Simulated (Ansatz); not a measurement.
## GdN: all-electron results

```
Gd N
1.0
     0.00000    2.66847    2.66847
     2.66847    0.00000    2.66847
     2.66847    2.66847    0.00000
Gd N
1 1
Direct
  0.00000 0.00000 0.00000
  0.25000 0.25000 0.25000
```

Atom numbers follow the list: Gd1, N2.

The structure comes from a relaxation in the same program, started in the zincblende type, and has space group F-43m. Whether it is a known phase or the ground state wasn't checked.

Where the f shell is localised, expect the real compound to differ from this run without U.

Other magnetic orders may lie lower; this is the state that the run reached.

Spin–orbit coupling is left out, though it moves levels of the heavy atoms by tenths of an eV or more.

Levels of theory: DFT, PBE, all-electron LAPW, scalar-relativistic (Ansatz 0.2.0); DFT, PBE, PAW with Ansatz's default frozen-core files, scalar-relativistic (Ansatz 0.2.0).

For LAPW: a Γ-centred 12×12×12 k mesh, Fermi–Dirac smearing of 0.03 eV, basis error target 0.25 meV/atom, spin-polarised from start moments Gd1 7 μB. PAW takes a cutoff of 420 eV at this cell. The Ansatz runs share mesh, smearing and spin set-up. Values come from LAPW unless marked.

```json
{
  "Pressure at this cell": "0.04 GPa",
  "Volume per atom": "19.00 Å³"
}
```

**Question.** Smallest direct gap on the path: what does the calculation give?

**Answer.** 1.85 eV.

**Question.** Predict this quantity. Löwdin charges (with 0.04 e of the cell spilling out of the atomic basis, so their sizes and signs hang on that basis).

**Answer.** Gd1 0.73, N2 -0.69 e.

**Question.** Give the computed value. Bader charges (from the PAW run).

**Answer.** Gd1 +1.73, N2 -1.73 e.

**Question.** Moment of the cell: what does the calculation give?

**Answer.** 7.00 μB.

**Question.** Give the computed value. Band gap.

**Answer.** 1.18 eV, indirect from X (-0.5, -0.5, 0) to Γ.

**Question.** Give the computed value. Moments in the spheres.

**Answer.** Gd1 6.94, N2 -0.06 μB.
